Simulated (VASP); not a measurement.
Crystal: TaC.

```xyz
2
Lattice="0.0000 2.2230 2.2230 2.2230 0.0000 2.2230 2.2230 2.2230 0.0000" Properties=species:S:1:pos:R:3 pbc="T T T"
Ta    0.0000    0.0000    0.0000
C     2.2230    2.2230    2.2230
```

- Program: VASP 6.6.1
- Task: relaxation of cell and atoms
- Functional: PBE
- Potentials or basis: VASP PAW PBE potentials, release 64 (Ta_pv, C)
- Cutoff: 520 eV
- k mesh: 10 × 10 × 10
- Occupations: gaussian, width 0.1 eV
- Spin: no spin polarisation

At the start: pressure 7.3 GPa; volume 10.99 Å³/atom.

Q: Where does the relaxation end?

A: Over 4 steps the energy falls by 5.4 meV/atom and the volume is 11.22 Å³/atom (+2.2 %); space group Fm-3m (No. 225, to 0.05 Å).

Step by step:
```
step  energy change (eV)  largest force (eV/Å)  pressure (GPa)  volume (Å³)
   1              0.0000                0.0000            7.34        21.97
   2              0.0451                0.0000          -14.73        23.61
   3             -0.0107                0.0000           -0.11        22.46
   4             -0.0107                0.0000            0.03        22.45
```

Final structure:
```
CELL_PARAMETERS angstrom
0.00000 2.23899 2.23899
2.23899 0.00000 2.23899
2.23899 2.23899 0.00000
ATOMIC_POSITIONS crystal
Ta 0.00000 0.00000 0.00000
C 0.50000 0.50000 0.50000
```
